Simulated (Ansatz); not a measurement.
TaN: equation of state with HSE06

The system is TaN.

```
CELL_PARAMETERS angstrom
0.00000 2.21132 2.21132
2.21132 0.00000 2.21132
2.21132 2.21132 0.00000
ATOMIC_POSITIONS crystal
Ta 0.50000 0.50000 0.50000
N 0.00000 0.00000 0.00000
```

The cell comes from a database or a generator and needn't be the stable form of this composition.

| Quantity | Value |
| --- | --- |
| Program | Ansatz 0.2.0 |
| Task | equation of state |
| Functional | HSE06 |
| Potentials or basis | Ansatz PAW |
| Cutoff | 420 eV |
| Density cutoff | 1680 eV |
| k mesh | 6 × 6 × 6 |
| Occupations | fermi-dirac, width 0.05 eV |
| Spin | no spin polarisation |

* Equilibrium volume: 10.52 Å³/atom
* Bulk modulus: 365 GPa
* Pressure derivative of the bulk modulus: 4.5

Energy against volume, from the lowest point:
| volume (Å³/atom) | energy (meV/atom) |
| --- | --- |
| 10.164 | 14.00 |
| 10.381 | 1.52 |
| 10.597 | 0.00 |
| 10.813 | 8.16 |
| 11.030 | 24.94 |
| 11.246 | 49.74 |
| 11.462 | 81.21 |

All runs of the series together: 91 s on 2 threads of AMD EPYC 7R13 Processor (Zen 3), on a shared host.

Caveat: the k mesh is coarse (spacing up to 0.41 Å⁻¹), so the values aren't converged, least of all with exact exchange; the PAW data sets were made with another functional, which shifts forces and pressure a little. Spin-orbit coupling is left out, which matters for the levels of Ta.
